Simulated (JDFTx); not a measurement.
Input of a JDFTx 1.7.0 (patched build) run:

The input Sb.in:

```
lattice \
    0.0000000000     4.4809989409     4.4809989409 \
    4.4809989409     0.0000000000     4.4809989409 \
    4.4809989409     4.4809989409     0.0000000000
coords-type Lattice
ion Sb     0.0000000000     0.0000000000     0.0000000000 1

ion-species pseudo/Sb.upf
elec-cutoff 40
elec-ex-corr gga-PBEsol
kpoint-folding 10 10 10
elec-smearing Fermi 0.0018374661
elec-n-bands 13
electronic-SCF nIterations 100 energyDiffThreshold 1e-09
electronic-minimize nIterations 30 energyDiffThreshold 1e-7
converge-empty-states yes
forces-output-coords Cartesian

dump-name run.$VAR
dump End Ecomponents EigStats BandEigs Kpoints Forces Stress ElecDensity Dtot KEdensity
```

Potentials or basis: PseudoDojo-SR-PBEsol-0.4.1-standard with smoothed tails.

Command:

```console
$ jdftx -c 1 -i Sb.in -o Sb.out
```

Task: Predict the band gap on the k mesh.

Result: None (metal or under the smearing width).

Task: What does it give for the pressure?

Result: -1.2 GPa.

Spin-orbit coupling is left out, which matters for the levels of Sb.
